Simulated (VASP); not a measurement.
Runs of VASP 6.6.1 on CO2. It takes space group I-42d (No. 122, tetragonal). The conventional cell has a = 3.552 Å, b = 3.552 Å, c = 5.918 Å, α = 90.00°, β = 90.00°, γ = 90.00°. Around C (site symmetry -4) lie 4 O at 1.38 Å. O (site symmetry 2) is surrounded by 2 C at 1.38 Å. 

| task | cell | gap on the mesh (eV) | pressure (GPa) | largest force (eV/Å) |
| --- | --- | --- | --- | --- |
| relaxation of shape and atoms at fixed volume | atoms relaxed at fixed volume from: a relaxed cell with its volume scaled by 1.02 | (c) | -2.7 | - |
| relaxation of cell and atoms | relaxed | 7.64 | 0.0 | 0.01 |
| relaxation of shape and atoms at fixed volume | atoms relaxed at fixed volume from: a relaxed cell with its volume scaled by 1.04 | 7.58 | -5.2 | - |
| relaxation of shape and atoms at fixed volume | atoms relaxed at fixed volume | 7.65 | 0.0 | - |
| relaxation of shape and atoms at fixed volume | atoms relaxed at fixed volume from: a relaxed cell with its volume scaled by 0.94 | 7.70 | 9.8 | 0.01 |
| relaxation of shape and atoms at fixed volume | atoms relaxed at fixed volume from: a relaxed cell with its volume scaled by 0.98 | 7.67 | 3.0 | - |
| relaxation of shape and atoms at fixed volume | atoms relaxed at fixed volume from: a relaxed cell with its volume scaled by 0.96 | (b) | 6.2 | - |
| relaxation of shape and atoms at fixed volume | atoms relaxed at fixed volume from: a relaxed cell with its volume scaled by 1.06 | (a) | -7.4 | - |

Alike in all rows: level PBE+D3(BJ); potentials or basis VASP PAW PBE potentials, release 64 (C, O); no spin polarisation; k mesh 12 × 12 × 12; cutoff (eV) 600; smearing gaussian 0.03 eV.

Estimate the missing entries.

(a) 7.53; (b) 7.69; (c) 7.62.

Caveats: the relaxation stopped at its first step, so nothing moved (some runs).

A k mesh can miss the band edges.
